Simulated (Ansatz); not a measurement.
The parent structure is ZnTe in the zinc blende structure (space group F-43m, No. 216; a = 6.1134 Å). Axes: x, y, z lie along the cube axes.

Method: r2SCAN (Ansatz, a quantum-chemistry and plane-wave program), no spin-orbit coupling.

Before the change:

| Item | Value |
|---|---|
| Gap character | direct at Γ |

Modification: tensor shear ε_yz = +2.68 % (engineering shear γ = 0.0536), atoms relaxed at fixed cell.

Q: What happens to the gap character?

A: The gap character is still direct at Γ.

With Te present, leaving out spin-orbit coupling can change the band edges. The cells carry an imposed strain or load. No phonon test of stability was made. k-point labels follow each cell's own Brillouin zone.
